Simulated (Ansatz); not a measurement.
**Rb: a sweep of one setting**

```
CELL_PARAMETERS angstrom
4.62467 0.00000 0.00000
0.00000 4.62467 0.00000
0.00000 0.00000 4.62467
ATOMIC_POSITIONS crystal
Rb 0.00000 0.00000 0.00000
```

The structure comes from a relaxation in the same program, started in the sc type, and has space group Pm-3m. Whether it is a known phase or the ground state wasn't checked.

Computed with DFT, PBE, all-electron LAPW, scalar-relativistic (Ansatz 0.2.0).

Sampling and basis: a Γ-centred 10×10×10 k mesh, Fermi–Dirac smearing of 0.08 eV, basis error target 0.5 meV/atom, no spin polarisation. One setting is then changed at a time.

```csv
basis error target (meV/atom),free energy less the base's (meV/atom),P (GPa),cutoff chosen (eV)
0.5 (base),0.0,0.00,65
3,0.6,0.00,50
10,2.6,0.01,41
30,8.7,0.03,33
0.1,-0.1,0.00,80
```
